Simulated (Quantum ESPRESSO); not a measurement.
# BN (F-43m) in Quantum ESPRESSO: notebook, part 2 of 4

Quantum ESPRESSO 7.5. Earlier steps stand in the parts before.

## (3) Phonons, PBE

pw.in

```
&CONTROL
  calculation = 'scf'
  prefix = 'pwscf'
  outdir = './tmp'
  pseudo_dir = './pseudo'
  tprnfor = .true.
  tstress = .true.
  disk_io = 'low'
/
&SYSTEM
  ibrav = 0
  nat = 2
  ntyp = 2
  ecutwfc = 52
  ecutrho = 312
  nbnd = 9
  occupations = 'smearing'
  smearing = 'fd'
  degauss = 0.00367493
/
&ELECTRONS
  conv_thr = 4d-10
  electron_maxstep = 120
  mixing_beta = 0.5
/
ATOMIC_SPECIES
N     14.0070 N.GGA_PBE-JTH.UPF
B     10.8100 B.GGA_PBE-JTH.UPF
CELL_PARAMETERS bohr
   0.0000000000    3.4260753537    3.4260753537
   3.4260753537    0.0000000000    3.4260753537
   3.4260753537    3.4260753537    0.0000000000
ATOMIC_POSITIONS bohr
N      1.7130376768    1.7130376768    1.7130376768
B      0.0000000000    0.0000000000    0.0000000000
K_POINTS automatic
8 8 8 1 1 1
```

scf2.in

```
&CONTROL
  calculation = 'scf'
  prefix = 'pwscf'
  outdir = './tmp'
  pseudo_dir = './pseudo'
  tprnfor = .true.
  tstress = .true.
  disk_io = 'low'
/
&SYSTEM
  ibrav = 0
  nat = 2
  ntyp = 2
  ecutwfc = 52
  ecutrho = 312
  nbnd = 9
  occupations = 'fixed'
/
&ELECTRONS
  conv_thr = 1d-13
  electron_maxstep = 120
  mixing_beta = 0.5
  startingpot = 'file'
  startingwfc = 'file'
/
ATOMIC_SPECIES
N     14.0070 N.GGA_PBE-JTH.UPF
B     10.8100 B.GGA_PBE-JTH.UPF
CELL_PARAMETERS bohr
   0.0000000000    3.4260753537    3.4260753537
   3.4260753537    0.0000000000    3.4260753537
   3.4260753537    3.4260753537    0.0000000000
ATOMIC_POSITIONS bohr
N      1.7130376768    1.7130376768    1.7130376768
B      0.0000000000    0.0000000000    0.0000000000
K_POINTS automatic
8 8 8 1 1 1
```

ph.in

```
phonons of BN
&INPUTPH
  prefix = 'pwscf'
  outdir = './tmp'
  tr2_ph = 1d-18
  fildyn = 'dyn'
  niter_ph = 90
  alpha_mix(1) = 0.7
  epsil = .true.
/
0.0000000000 0.0000000000 0.0000000000
```

dynmat.in

```
&INPUT
  fildyn = 'dyn'
  asr = 'crystal'
  lperm = .true.
  filout = 'dynmat.disp'
  fileig = 'dynmat.eig'
/
```

dynmat_lo.in

```
&INPUT
  fildyn = 'dyn'
  asr = 'crystal'
  filout = 'dynmat_lo.disp'
  fileig = 'dynmat_lo.eig'
  q(1) = 0
  q(2) = 0
  q(3) = 1
/
```

Potentials or basis: JTH 2.0 PBE.

Launch:

```sh
$ OMP_NUM_THREADS=1 pw.x -in pw.in > pw.out
$ OMP_NUM_THREADS=1 pw.x -in scf2.in > scf2.out
$ OMP_NUM_THREADS=1 ph.x -in ph.in > ph.out
$ OMP_NUM_THREADS=1 dynmat.x -in dynmat.in > dynmat.out
$ OMP_NUM_THREADS=1 dynmat.x -in dynmat_lo.in > dynmat_lo.out
```

pw.out:

```text
This program is part of the open-source Quantum ESPRESSO suite
     for quantum simulation of materials; please cite
         "P. Giannozzi et al., J. Phys.:Condens. Matter 21 395502 (2009);
         "P. Giannozzi et al., J. Phys.:Condens. Matter 29 465901 (2017);
         "P. Giannozzi et al., J. Chem. Phys. 152 154105 (2020);
     in publications or presentations arising from this work. More details at

     file N.GGA_PBE-JTH.UPF: wavefunction(s)  0S 0P renormalized
     file B.GGA_PBE-JTH.UPF: wavefunction(s)  2S 0S 2P 0P renormalized
     Message from routine setup:
     using ibrav=0 with symmetry is DISCOURAGED, use correct ibrav instead

     G-vector sticks info
     --------------------
     sticks:   dense  smooth     PW     G-vecs:    dense   smooth      PW
     Sum         511     337    121                 7583     4015     869

     Using Slab Decomposition

     bravais-lattice index     =            0
     lattice parameter (alat)  =       4.8452  a.u.
     unit-cell volume          =      80.4305 (a.u.)^3
     number of atoms/cell      =            2
     number of atomic types    =            2
     number of electrons       =         8.00
     number of Kohn-Sham states=            9
     kinetic-energy cutoff     =      52.0000  Ry
     charge density cutoff     =     312.0000  Ry
     scf convergence threshold =      4.0E-10
     mixing beta               =       0.5000
     number of iterations used =            8  plain     mixing
     Exchange-correlation= SLA PW PBX PBC
                           (   1   4   3   4   0   0   0)

     celldm(1)=   4.845202  celldm(2)=   0.000000  celldm(3)=   0.000000
     celldm(4)=   0.000000  celldm(5)=   0.000000  celldm(6)=   0.000000

     crystal axes: (cart. coord. in units of alat)
               a(1) = (   0.000000   0.707107   0.707107 )
               a(2) = (   0.707107   0.000000   0.707107 )
               a(3) = (   0.707107   0.707107   0.000000 )

     reciprocal axes: (cart. coord. in units 2 pi/alat)
               b(1) = ( -0.707107  0.707107  0.707107 )
               b(2) = (  0.707107 -0.707107  0.707107 )
               b(3) = (  0.707107  0.707107 -0.707107 )

     PseudoPot. # 1 for N  read from file:
     N.GGA_PBE-JTH.UPF
     Pseudo is Projector augmented-wave + core cor, Zval =  5.0
     Generated using ATOMPAW code
     Shape of augmentation charge: SINC**2
     Using radial grid of  933 points,  4 beta functions with:
                l(1) =   0
                l(2) =   0
                l(3) =   1
                l(4) =   1
     Q(r) pseudized with 0 coefficients

     PseudoPot. # 2 for B  read from file:
     B.GGA_PBE-JTH.UPF
     Pseudo is Projector augmented-wave + core cor, Zval =  3.0
     Generated using ATOMPAW code
     Shape of augmentation charge: SINC**2
     Using radial grid of  906 points,  4 beta functions with:
                l(1) =   0
                l(2) =   0
                l(3) =   1
                l(4) =   1
     Q(r) pseudized with 0 coefficients

     atomic species   valence    mass     pseudopotential
     N                 5.00    14.00700     N ( 1.00)
     B                 3.00    10.81000     B ( 1.00)

     24 Sym. Ops. (no inversion) found

   Cartesian axes

     site n.     atom                  positions (alat units)
         1        N      tau(   1) = (   0.3535534   0.3535534   0.3535534  )
         2        B      tau(   2) = (   0.0000000   0.0000000   0.0000000  )

     number of k points=    60  Fermi-Dirac smearing, width (Ry)=  0.0037
                       cart. coord. in units 2pi/alat
        k(    1) = (   0.0441942   0.0441942   0.0441942), wk =   0.0078125
        k(    2) = (   0.1325825   0.1325825  -0.0441942), wk =   0.0234375
        k(    3) = (   0.2209709   0.2209709  -0.1325825), wk =   0.0234375
        k(    4) = (   0.3093592   0.3093592  -0.2209709), wk =   0.0234375
        k(    5) = (  -0.3093592  -0.3093592   0.3977476), wk =   0.0234375
        k(    6) = (  -0.2209709  -0.2209709   0.3093592), wk =   0.0234375
[... 52 lines left out ...]
        k(   59) = (   0.3093592   0.3093592   0.3093592), wk =   0.0078125
        k(   60) = (  -0.3093592  -0.3093592   0.9280777), wk =   0.0234375

     Dense  grid:     7583 G-vectors     FFT dimensions: (  27,  27,  27)

     Smooth grid:     4015 G-vectors     FFT dimensions: (  24,  24,  24)

     Check: negative core charge=   -0.000064

     Initial potential from superposition of free atoms

     starting charge       7.9997, renormalised to       8.0000
     Starting wfcs are   16 randomized atomic wfcs

     Self-consistent Calculation

     iteration #  1     ecut=    52.00 Ry     beta= 0.50
     Davidson diagonalization with overlap
     ethr =  1.00E-02,  avg # of iterations =  3.5

     total energy              =     -39.81369287 Ry
     estimated scf accuracy    <       0.21773661 Ry

     iteration #  2     ecut=    52.00 Ry     beta= 0.50
     Davidson diagonalization with overlap
     ethr =  2.72E-03,  avg # of iterations =  1.4
[... 36 lines left out ...]
     total energy              =     -39.85741569 Ry
     estimated scf accuracy    <       0.00000002 Ry

     iteration #  8     ecut=    52.00 Ry     beta= 0.50
     Davidson diagonalization with overlap
     ethr =  2.03E-10,  avg # of iterations =  1.0

     End of self-consistent calculation

          k = 0.0442 0.0442 0.0442 (   531 PWs)   bands (ev):

    -9.0190  10.4913  10.9181  10.9181  19.9050  19.9367  19.9367  21.5385
    35.4880

          k = 0.1326 0.1326-0.0442 (   523 PWs)   bands (ev):

    -8.5206   8.5425   9.8873  10.7304  20.2820  20.3193  20.9749  22.8914
    34.2183
[... 283 lines left out ...]
    -5.2800   0.9099   9.1492   9.1492  21.0030  21.6716  21.6716  26.0849
    34.2583

          k =-0.3094-0.3094 0.9281 (   510 PWs)   bands (ev):

    -4.7334   0.7982   7.7706   8.7150  20.7254  22.3445  22.5751  26.5074
    32.8450

     the Fermi energy is    13.2345 ev

!    total energy              =     -39.85741569 Ry
     total all-electron energy =       -39.857416 Ry
     estimated scf accuracy    <          3.4E-10 Ry
     smearing contrib. (-TS)   =       0.00000000 Ry
     internal energy E=F+TS    =     -39.85741569 Ry

     The total energy is F=E-TS. E is the sum of the following terms:
     one-electron contribution =       4.81857052 Ry
     hartree contribution      =       3.63773653 Ry
     xc contribution           =      -8.18654906 Ry
     ewald contribution        =     -26.26086280 Ry
     one-center paw contrib.   =     -13.86631087 Ry

     convergence has been achieved in   8 iterations

     Forces acting on atoms (cartesian axes, Ry/au):

     atom    1 type  1   force =     0.00000000    0.00000000   -0.00000000
     atom    2 type  2   force =    -0.00000000   -0.00000000    0.00000000

     Total force =     0.000000     Total SCF correction =     0.000000

     Computing stress (Cartesian axis) and pressure

          total   stress  (Ry/bohr**3)                   (kbar)     P=       -6.91
  -0.00004699   0.00000000  -0.00000000           -6.91        0.00       -0.00
   0.00000000  -0.00004699   0.00000000            0.00       -6.91        0.00
  -0.00000000   0.00000000  -0.00004699           -0.00        0.00       -6.91

=------------------------------------------------------------------------------=
   JOB DONE.
=------------------------------------------------------------------------------=
```

scf2.out:

```text
This program is part of the open-source Quantum ESPRESSO suite
     for quantum simulation of materials; please cite
         "P. Giannozzi et al., J. Phys.:Condens. Matter 21 395502 (2009);
         "P. Giannozzi et al., J. Phys.:Condens. Matter 29 465901 (2017);
         "P. Giannozzi et al., J. Chem. Phys. 152 154105 (2020);
[... 512 lines left out ...]
   0.00000000  -0.00004739   0.00000000            0.00       -6.97        0.00
   0.00000000   0.00000000  -0.00004739            0.00        0.00       -6.97

=------------------------------------------------------------------------------=
   JOB DONE.
=------------------------------------------------------------------------------=
```

It took 87 s on 1 thread of Arm Neoverse V1, shared host; peak memory 0.05 GiB.

What came out:

* Free energy: -542.2878 eV
* Pressure after relaxing: -0.7 GPa
* Electronic dielectric tensor (diagonal): 4.62
* Born charges (mean of the diagonal): N -1.91; B +1.91 e
* Highest phonon frequency at Γ, LO-TO splitting left out: 1027 cm⁻¹
* Static dielectric tensor (diagonal): 6.97

Phonon frequencies in cm⁻¹ (negative: imaginary):
```
              q point              frequencies
(0.000, 0.000, 0.000)  15 15 15 1027 1027 1027
```

Electronic dielectric tensor:
```
4.62 0.00 0.00
0.00 4.62 0.00
0.00 0.00 4.62
```

Born effective charge tensors (e):
atom 1, N
```
-1.91  0.00  0.00
 0.00 -1.91  0.00
 0.00  0.00 -1.91
```
atom 2, B
```
1.91 0.00 0.00
0.00 1.91 0.00
0.00 0.00 1.91
```

Optical modes at Γ, degenerate ones joined, polar ones without the macroscopic field:
```
cm⁻¹  components  symmetry     active in  IR intensity, summed ((D/Å)²/amu)
1027           3        T2  IR and Raman                              41.54
```

Zone-centre frequencies without and with the macroscopic field along z (cm⁻¹):
```
                optical modes in rising order
       without                 1027 1027 1027
with the field                 1027 1027 1261
```

Static dielectric tensor, electrons and zone-centre modes:
```
6.97 0.00 0.00
0.00 6.97 0.00
0.00 0.00 6.97
```

(Part 2 of 4 ends here.)
